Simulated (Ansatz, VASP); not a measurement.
## GaP: programs and potentials compared

The starting cell:

```
Ga P
1.0
     0.00000    2.72525    2.72525
     2.72525    0.00000    2.72525
     2.72525    2.72525    0.00000
Ga P
1 1
Direct
  0.00000 0.00000 0.00000
  0.75000 0.75000 0.75000
```

Alike in all runs: task relaxation of cell and atoms; functional RPBE; dispersion D3(BJ); k mesh 8 × 8 × 8; occupations fermi-dirac, width 0.05 eV; no spin polarisation; no spin-orbit coupling.

```tsv
program and potentials	plane-wave cutoff (eV)	notes	equilibrium volume (Å³/atom)
Ansatz, Ansatz PAW	420	potentials made for PBE, which Ansatz adapts in part	18.59
VASP, PBE PAW files Ga_d, P, 600 eV	600	potentials made for PBE	18.55
Ansatz, all-electron LAPW, scalar-relativistic	-	-	18.58
```

The equilibrium volume spans 18.55 (VASP, PBE PAW files Ga_d, P, 600 eV) to 18.59 Å³/atom (Ansatz, Ansatz PAW), with all-electron results at 18.58. Some sets were made for another functional than the one run, which can shift their rows. Relaxations stop with a little pressure left, so the last digit of a volume isn't settled.

Differences between rows come from potentials, basis sets and numerical settings, since the functional is the same but for its coding. Runs on potential files found faulty are left out.
